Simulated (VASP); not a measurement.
## BP (F-43m): a series in biaxial strain in the (110) plane

Wanted: the response of BP to biaxial strain in the (110) plane, as a table, with a fit that predicts a row left out.

Method: LDA; plane waves and PAW (B, P), in the first sound run; inputs show where later runs differ, in VASP 6.6.1.

## 1. Set-up

Symmetry: F-43m, No. 216, cubic system. Conventional cell: a = 4.538 Å, b = 4.538 Å, c = 4.538 Å, α = 90.00°, β = 90.00°, γ = 90.00°. Nearest to B lie 4 P at 1.97 Å. P has 4 B at 1.97 Å nearest. Farther neighbours are not listed.

As a file:

```cif
data_structure
_symmetry_space_group_name_H-M 'P 1'
_symmetry_Int_Tables_number 1
_cell_length_a 3.2089
_cell_length_b 3.2089
_cell_length_c 3.2089
_cell_angle_alpha 60.000
_cell_angle_beta 60.000
_cell_angle_gamma 60.000
_cell_volume 23.36
loop_
_atom_site_label
_atom_site_type_symbol
_atom_site_fract_x
_atom_site_fract_y
_atom_site_fract_z
_atom_site_occupancy
B1 B 0.00000 0.00000 0.00000 1
P2 P 0.25000 0.25000 0.25000 1
```

## 2. Relax the crystal, LDA

The series starts from the cell that this level prefers, so that zero strain is near zero stress.

This step took 2 runs in a row; the last is shown.

Level: LDA; plane waves and PAW (B, P).

INCAR

```
SYSTEM = BP
PREC = Accurate
ENCUT = 480
EDIFF = 1E-07
NELM = 120
ISMEAR = 0
SIGMA = 0.02
LREAL = .FALSE.
ALGO = Normal
GGA = CA
NBANDS = 10
LASPH = .TRUE.
LORBIT = 11
LWAVE = .FALSE.
LCHARG = .FALSE.
KPAR = 12
IBRION = 2
NSW = 40
ISIF = 3
EDIFFG = -0.005
POTIM = 0.4
```

POSCAR

```
BP
1.0
    0.0000000000      2.2448005768      2.2448005768
    2.2448005768      0.0000000000      2.2448005768
    2.2448005768      2.2448005768      0.0000000000
B P
1 1
Direct
    0.0000000000      0.0000000000      0.0000000000
    0.2500000000      0.2500000000      0.2500000000
```

KPOINTS

```
Automatic mesh
0
Gamma
11 11 11
0 0 0
```

Potentials, in the order of the species: B and P (LDA family, release 64).

Command:

```sh
mpirun -np 12 vasp_std
```

The program printed:

```text
[banner, memory and clock lines left out]
running   12 mpi-ranks, on    1 nodes
[...]
|                                                                             |
|           W    W    AA    RRRRR   N    N  II  N    N   GGGG   !!!           |
|           W    W   A  A   R    R  NN   N  II  NN   N  G    G  !!!           |
|           W    W  A    A  R    R  N N  N  II  N N  N  G       !!!           |
|           W WW W  AAAAAA  RRRRR   N  N N  II  N  N N  G  GGG   !            |
|           WW  WW  A    A  R   R   N   NN  II  N   NN  G    G                |
|           W    W  A    A  R    R  N    N  II  N    N   GGGG   !!!           |
|                                                                             |
|     For optimal performance we recommend to set                             |
|       NCORE = 2 up to number-of-cores-per-socket                            |
|     NCORE specifies how many cores store one orbital (NPAR=cpu/NCORE).      |
|     This setting can greatly improve the performance of VASP for DFT.       |
[...]
|     Unfortunately you need to use the default for GW and RPA                |
|     calculations (for HF NCORE is supported but not extensively tested      |
|     yet).                                                                   |
|                                                                             |

 LDA part: xc-table for (Slater(with rela. corr.)+CA(PZ))
 , standard interpolation
 POSCAR, INCAR and KPOINTS ok, starting setup
[...]
entering main loop
       N       E                     dE             d eps       ncg     rms          rms(c)
DAV:   1     0.771284084350E+01    0.77128E+01   -0.39718E+03  1120   0.680E+02
DAV:   2    -0.147837503994E+02   -0.22497E+02   -0.21399E+02  1566   0.111E+02
DAV:   3    -0.152987166902E+02   -0.51497E+00   -0.51420E+00  1370   0.160E+01
DAV:   4    -0.153005216122E+02   -0.18049E-02   -0.18045E-02  1412   0.108E+00
[...]
DAV:  11    -0.143991051354E+02   -0.18618E-05   -0.59788E-06  1404   0.135E-02    0.373E-02
DAV:  12    -0.143991048169E+02    0.31848E-06   -0.19057E-06  1274   0.627E-03    0.890E-03
DAV:  13    -0.143991048240E+02   -0.71290E-08   -0.64782E-08   640   0.170E-03
   1 F= -.14399105E+02 E0= -.14399105E+02  d E =-.143991E+02
[...]
reached required accuracy - stopping structural energy minimisation
```

Wall time 1.6 s (12 MPI ranks of Intel Xeon 6975P-C (Granite Rapids), shared host); peak memory 1.4 GiB.

The logs omit lines about the potential files and the build; timing stands in the text.

OUTCAR, selected parts (step 2):

```text
  Total        0.0006740      0.0006740      0.0006740     -0.0000000      0.0000000      0.0000000
  in kB        0.0477294      0.0477294      0.0477294     -0.0000000      0.0000000      0.0000000
  external PRESSURE =       0.0477294 kB  Pullay stress =       0.0000000 kB

 POSITION                                       TOTAL-FORCE (eV/Angst)
 -----------------------------------------------------------------------------------
      0.00000      0.00000      0.00000        -0.000000     -0.000000     -0.000000
      1.12240      1.12240      1.12240         0.000000      0.000000      0.000000
 -----------------------------------------------------------------------------------
    total drift:                                0.000000      0.000000      0.000000

  FREE ENERGIE OF THE ION-ELECTRON SYSTEM (eV)
  ---------------------------------------------------
  free  energy   TOTEN  =       -14.3991048240 eV

  energy  without entropy=      -14.3991048240  energy(sigma->0) =      -14.39910482

 reached required accuracy - stopping structural energy minimisation

[... 3 further parts left out ...]
[key lines of the parts left out:]
E-fermi :   7.8723
```

Read from the output:

```
energy(sigma→0) of the program : -14.3991 eV
stress, compression positive   : 0.00 along [110], 0.00 across it (mean), GPa
volume                         : 22.624 Å³
ionic steps                    : 1
```

## 3. Strain along the normal, LDA

One member in full: the plane is strained by -1 %, and the strain along the normal is moved by secant steps until the normal stress is under 0.012 GPa or five steps are spent; the atoms relax at each step.

This step took 3 runs, each at a new trial strain with the atoms of the one before; the last is shown.

Level: LDA; plane waves and PAW (B, P); cell typed or built by script.

INCAR, as its differences from that of step 2:

```diff
@@ -15,7 +15,7 @@
 LCHARG = .FALSE.
-KPAR = 12
-IBRION = 2
-NSW = 40
-ISIF = 3
-EDIFFG = -0.005
-POTIM = 0.4
+KPAR = 3
+IBRION = 1
+NSW = 25
+ISIF = 2
+EDIFFG = -0.004
+POTIM = 0.3
```

POSCAR

```
BP
1.0
    0.0144023230      2.2367548940      2.2223525710
    2.2367548940      0.0144023230      2.2223525710
    2.2511572170      2.2511572170      0.0000000000
B P
1 1
Direct
    0.0005945408      0.0005945408      0.9994054592
    0.2494054592      0.2494054592      0.2505945408
```

KPOINTS is that of step 2.

Command:

```sh
mpirun -np 3 vasp_std
```

The program printed:

```text
[banner, memory and clock lines left out]
running    3 mpi-ranks, on    1 nodes
[...]
LDA part: xc-table for (Slater(with rela. corr.)+CA(PZ))
 , standard interpolation
 POSCAR, INCAR and KPOINTS ok, starting setup
[...]
entering main loop
       N       E                     dE             d eps       ncg     rms          rms(c)
DAV:   1     0.653543390259E+01    0.65354E+01   -0.38597E+03  4336   0.674E+02
DAV:   2    -0.148201100413E+02   -0.21356E+02   -0.20358E+02  5994   0.110E+02
DAV:   3    -0.153349958978E+02   -0.51489E+00   -0.51394E+00  5356   0.158E+01
DAV:   4    -0.153369400856E+02   -0.19442E-02   -0.19439E-02  5296   0.110E+00
[...]
DAV:  11    -0.143924060285E+02   -0.17793E-05   -0.61419E-06  5316   0.137E-02    0.381E-02
DAV:  12    -0.143924057501E+02    0.27838E-06   -0.18263E-06  4830   0.623E-03    0.951E-03
DAV:  13    -0.143924057556E+02   -0.55120E-08   -0.57730E-08  2408   0.165E-03
   1 F= -.14392406E+02 E0= -.14392406E+02  d E =-.143924E+02
 BRION: g(F)=  0.289E-05 g(S)=  0.000E+00
[...]
N       E                     dE             d eps       ncg     rms          rms(c)
DAV:   1    -0.143924068558E+02   -0.11057E-05   -0.63089E-05  4366   0.536E-02    0.369E-03
DAV:   2    -0.143924069440E+02   -0.88247E-07   -0.16274E-06  5314   0.997E-03    0.171E-03
DAV:   3    -0.143924069155E+02    0.28548E-07   -0.49658E-08  2894   0.157E-03
   2 F= -.14392407E+02 E0= -.14392407E+02  d E =-.115988E-05
 BRION: g(F)=  0.964E-07 g(S)=  0.000E+00 retain N=  1 mean eig= 0.85
 eig:   0.845
 reached required accuracy - stopping structural energy minimisation
```

Wall time 6.6 s (3 MPI ranks); peak memory 0.41 GiB.

From OUTCAR (step 3):

```text
  Total        0.3561478      0.3561478      0.5980275     -0.3555567      0.0000000      0.0000000
  in kB       25.6613264     25.6613264     43.0893549    -25.6187352      0.0000000      0.0000000
  external PRESSURE =      31.4706692 kB  Pullay stress =       0.0000000 kB

 POSITION                                       TOTAL-FORCE (eV/Angst)
 -----------------------------------------------------------------------------------
      2.25116      2.25116      0.00285        -0.000000     -0.000000     -0.001291
      1.12558      1.12558      1.10833         0.000000      0.000000      0.001291
 -----------------------------------------------------------------------------------
    total drift:                                0.000000      0.000000      0.000021

  FREE ENERGIE OF THE ION-ELECTRON SYSTEM (eV)
  ---------------------------------------------------
  free  energy   TOTEN  =       -14.3924069155 eV

  energy  without entropy=      -14.3924069155  energy(sigma->0) =      -14.39240692

[... 1 part as in an earlier step ...]

[... 3 further parts left out ...]
[key lines of the parts left out:]
E-fermi :   8.1851
```

Numbers from this step:

```
energy(sigma→0) of the program : -14.3924 eV
stress, compression positive   : 0.00 along [110], 4.72 across it (mean), GPa
ionic steps                    : 2
```

## 4. Band edges, TB-mBJ with spin-orbit coupling

Short lines in KPOINTS_OPT sample the zone centre along and across the normal of the plane, for masses, and the other valleys.

Level: TB-mBJ, spin-orbit coupling; plane waves and PAW (B, P); cell typed or built by script.

TB-mBJ has no energy functional, so the total energy, stress and pressure in this output mean nothing.

INCAR

```
SYSTEM = BP
PREC = Accurate
ENCUT = 480
EDIFF = 1E-06
NELM = 150
ISMEAR = 0
SIGMA = 0.02
LREAL = .FALSE.
ALGO = Normal
METAGGA = MBJ
LASPH = .TRUE.
LNONCOLLINEAR = .TRUE.
MAGMOM = 0 0 0 0 0 0
NBANDS = 18
GGA_COMPAT = .FALSE.
LSORBIT = .TRUE.
LWAVE = .FALSE.
LCHARG = .FALSE.
KPAR = 3
```

POSCAR

```
BP
1.0
    0.0144023230      2.2367548940      2.2223525710
    2.2367548940      0.0144023230      2.2223525710
    2.2511572170      2.2511572170      0.0000000000
B P
1 1
Direct
    0.0006405381      0.0006405381      0.9993594619
    0.2493594619      0.2493594619      0.2506405381
```

KPOINTS

```
Automatic mesh
0
Gamma
9 9 9
0 0 0
```

KPOINTS_OPT

```
Line mode
6
Line-mode
Reciprocal
  0.00000000   0.00000000   0.00000000
  0.01266721   0.01266721   0.02533442

  0.00000000   0.00000000   0.00000000
 -0.01250513   0.01250513  -0.00000000

  0.31000000   0.31000000   0.00000000
  0.50000000   0.50000000   0.00000000

  0.00000000   0.31000000   0.31000000
  0.00000000   0.50000000   0.50000000

  0.45000000   0.45000000   0.45000000
  0.50000000   0.50000000   0.50000000

  0.45000000   0.00000000   0.00000000
  0.50000000   0.00000000   0.00000000

  0.42500000   0.42500000   0.00000000
  0.42511461   0.44279953   0.01791414

  0.50000000   0.50000000   0.50000000
  0.48749487   0.51250513   0.50000000
```

Command:

```sh
mpirun -np 3 vasp_ncl
```

The program printed:

```text
[banner, memory and clock lines left out]
running    3 mpi-ranks, on    1 nodes
[...]
|                                                                             |
|               ----> ADVICE to this user running VASP <----                  |
|                                                                             |
|     You enforced a specific xc type in the INCAR file but a different       |
|     [... a line on the potential file left out ...]
|     I HOPE YOU KNOW WHAT YOU ARE DOING!                                     |
|                                                                             |

 LDA part: xc-table for (None), standard interpolation
 POSCAR, INCAR and KPOINTS ok, starting setup
[...]
entering main loop
       N       E                     dE             d eps       ncg     rms          rms(c)
DAV:   1     0.848181542901E+01    0.84818E+01   -0.33377E+03  8100   0.759E+02
DAV:   2    -0.174654428854E+02   -0.25947E+02   -0.23737E+02 11192   0.141E+02
DAV:   3    -0.184442707194E+02   -0.97883E+00   -0.96961E+00 10176   0.231E+01
DAV:   4    -0.184483433389E+02   -0.40726E-02   -0.40706E-02  9920   0.176E+00
[...]
DAV:  24    -0.155672566567E+02   -0.29075E-04   -0.31132E-10  4146   0.148E-04    0.100E-04
DAV:  25    -0.155672732914E+02   -0.16635E-04   -0.25853E-10  4146   0.157E-04    0.227E-05
DAV:  26    -0.155672734846E+02   -0.19326E-06   -0.59991E-11  4146   0.676E-05
   1 F= -.15567273E+02 E0= -.15567273E+02  d E =-.920371E-16  mag=    -0.0000    -0.0000    -0.0000
 Start KPOINTS_OPT (optional k-point list driver)
k-point batch [1-48\48]
       N       E                     dE             ncg
DAV:   1     0.240502435338E+04   -0.85585E+04     1728
DAV:   2     0.100995071162E+04   -0.13951E+04     2462
DAV:   3     0.959046704679E+03   -0.50904E+02     2182
DAV:   4     0.958808442504E+03   -0.23826E+00     2158
DAV:   5     0.958806747620E+03   -0.16949E-02     2172
DAV:   6     0.958806727824E+03   -0.19796E-04     2160
DAV:   7     0.958806727537E+03   -0.28702E-06     1704
```

The job ended after 71 s (3 MPI ranks; peak memory 1.1 GiB; 3.1 min of CPU time).

OUTCAR, selected parts (step 4):

```text
  LATTYP: Found a body centered orthorhombic cell.
 ALAT       =     3.1428811463
 B/A-ratio  =     1.0129613304
 C/A-ratio  =     1.4142135624

 Subroutine GETGRP returns: Found  4 space group operations
 (whereof  4 operations were pure point group operations)

The static configuration has the point symmetry C_2v.

 Found    225 irreducible k-points:

   k-points           NKPTS =    225   k-points in BZ     NKDIM =    225   number of bands    NBANDS=     18

   dimension x,y,z NGX =    24 NGY =   24 NGZ =   24
   dimension x,y,z NGXF=    48 NGYF=   48 NGZF=   48

   ENCUT  =  480.0 eV  35.28 Ry    5.94 a.u.   5.63  5.63  5.69*2*pi/ulx,y,z

   NELECT =       8.0000    total number of electrons

 E-fermi :   7.9094

 k-point     1 :       0.0000    0.0000    0.0000
  band No.  band energies     occupation
    ...
      4       7.6558      1.00000
      5       7.7832      1.00000
      6       7.7832      1.00000
      7       7.8078      1.00000
      8       7.8078      1.00000
      9      11.9996      0.00000
     10      11.9996      0.00000
     11      12.0717      0.00000
     12      12.0717      0.00000
     13      12.2251      0.00000
    ...

 k-point     2 :       0.1111   -0.0000    0.0000
  band No.  band energies     occupation
    ...
      4       6.3421      1.00000
      5       7.3259      1.00000
      6       7.3260      1.00000
      7       7.4627      1.00000
      8       7.4627      1.00000
      9      12.4830      0.00000
     10      12.4949      0.00000
     11      12.5164      0.00000
     12      12.5184      0.00000
     13      12.6714      0.00000
    ...

  Total        3.0860165      3.0860165      3.4257341     -0.3581778      0.0000000      0.0000000
  in kB      222.3550960    222.3550960    246.8325846    -25.8075948      0.0000000      0.0000000
  external PRESSURE =     230.5142588 kB  Pullay stress =       0.0000000 kB

 POSITION                                       TOTAL-FORCE (eV/Angst)
 -----------------------------------------------------------------------------------
      2.25116      2.25116      0.00285        -0.000000     -0.000000     -0.183810
      1.12558      1.12558      1.10833         0.000000      0.000000      0.183810
 -----------------------------------------------------------------------------------
    total drift:                                0.000000      0.000000      0.035663

  FREE ENERGIE OF THE ION-ELECTRON SYSTEM (eV)
  ---------------------------------------------------
  free  energy   TOTEN  =       -15.5672734846 eV

  energy  without entropy=      -15.5672734846  energy(sigma->0) =      -15.56727348

 Spin-Orbit-Coupling matrix elements
 Ion:    1  E_soc:     -0.0000036
 Ion:    2  E_soc:     -0.0008138

[... 1 part as in an earlier step ...]

[... 7 further parts left out ...]
```

## 5. Band edges, r2SCAN with spin-orbit coupling

Short lines in KPOINTS_OPT sample the zone centre along and across the normal of the plane, for masses, and the other valleys.

Level: r2SCAN, spin-orbit coupling; plane waves and PAW (B, P); cell typed or built by script.

INCAR, as its differences from that of step 4:

```diff
@@ -4,3 +4,3 @@
 EDIFF = 1E-06
-NELM = 150
+NELM = 100
 ISMEAR = 0
@@ -9,3 +9,3 @@
 ALGO = Normal
-METAGGA = MBJ
+METAGGA = R2SCAN
 LASPH = .TRUE.
```

POSCAR is that of step 4.

KPOINTS is that of step 4.

KPOINTS_OPT is that of step 4.

Command:

```sh
mpirun -np 3 vasp_ncl
```

The program printed:

```text
[banner, memory and clock lines left out]
running    3 mpi-ranks, on    1 nodes
[...]
[... a notice as in an earlier step ...]

 LDA part: xc-table for (None), standard interpolation
 POSCAR, INCAR and KPOINTS ok, starting setup
[...]
entering main loop
       N       E                     dE             d eps       ncg     rms          rms(c)
DAV:   1    -0.325601951470E+02   -0.32560E+02   -0.34255E+03  8100   0.775E+02
DAV:   2    -0.597886830289E+02   -0.27228E+02   -0.24918E+02 11212   0.147E+02
DAV:   3    -0.608507641703E+02   -0.10621E+01   -0.10518E+01 10346   0.249E+01
DAV:   4    -0.608571473657E+02   -0.63832E-02   -0.63798E-02 10054   0.232E+00
[...]
DAV:  10    -0.589011500540E+02   -0.96833E-04   -0.27743E-05  9506   0.583E-02    0.607E-02
DAV:  11    -0.589011744086E+02   -0.24355E-04   -0.22714E-05  9138   0.472E-02    0.173E-02
DAV:  12    -0.589011750636E+02   -0.65499E-06   -0.16106E-06  9750   0.155E-02
   1 F= -.58901175E+02 E0= -.58901175E+02  d E =-.258292E-33  mag=     0.0000    -0.0000     0.0000
 Start KPOINTS_OPT (optional k-point list driver)
k-point batch [1-48\48]
       N       E                     dE             ncg
DAV:   1     0.241325950269E+04   -0.85502E+04     1728
DAV:   2     0.100580907938E+04   -0.14075E+04     2470
DAV:   3     0.952910988052E+03   -0.52898E+02     2170
DAV:   4     0.952558801792E+03   -0.35219E+00     2190
DAV:   5     0.952554572516E+03   -0.42293E-02     2158
DAV:   6     0.952554497637E+03   -0.74879E-04     2260
DAV:   7     0.952554496045E+03   -0.15913E-05     1866
DAV:   8     0.952554495993E+03   -0.52296E-07     1530
```

Elapsed: 2.2 min, on 3 MPI ranks; peak memory 1.1 GiB.

(Part 1 of 2 ends here.)

[Lines on the potential files, build, host, timing and source positions are cut from VASP's logs without a mark.]

[Logs are printed without paths, hosts, clocks, repeated set-up lines and the standing remarks that a program may print on its own settings, such as how far it seeks lower states.]

[Hosts, paths, dates, database ids (printed as entryN), source tags and the programs' standing remarks are cut or masked in the printed files.]

[In band tables of VASP the shares of atoms and orbitals are scaled to a sum of 1 inside the atoms' spheres.]
